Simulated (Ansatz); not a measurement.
All cells: G0W0@PBE, full frequency by contour deformation, all-electron datasets in plane waves (scalar-relativistic, Gaussian nuclei) (Ansatz); response cutoff 200 eV, empty bands to 200 eV, primitive cells on a 4×4×4 mesh, no spin-orbit coupling. Band edges are those of the mesh. The mesh is coarse, the sums aren't at the basis limit and many cells are compressed or hypothetical, so the values aren't those of the ambient crystals.

Question: Which cell has the G0W0 correction to the gap between the Kohn-Sham band edges equal to 1.35 eV?
A.
```
CELL_PARAMETERS angstrom
0.00000 2.33048 2.33048
2.33048 0.00000 2.33048
2.33048 2.33048 0.00000
ATOMIC_POSITIONS crystal
Ti 0.00000 0.00000 0.00000
O 0.25000 0.25000 0.25000
O 0.75000 0.75000 0.75000
```
B.
```
CELL_PARAMETERS angstrom
0.00000 2.46558 2.46558
2.46558 0.00000 2.46558
2.46558 2.46558 0.00000
ATOMIC_POSITIONS crystal
Hf 0.00000 0.00000 0.00000
O 0.25000 0.25000 0.25000
O 0.75000 0.75000 0.75000
```
C.
```
Be S
1.0
     0.00000    2.41000    2.41000
     2.41000    0.00000    2.41000
     2.41000    2.41000    0.00000
Be S
1 1
Direct
  0.00000 0.00000 0.00000
  0.25000 0.25000 0.25000
```

Answer: C. The others: TiO2 1.27 eV, HfO2 1.48 eV.

Model cells at fixed atoms, which needn't be the relaxed known crystals.
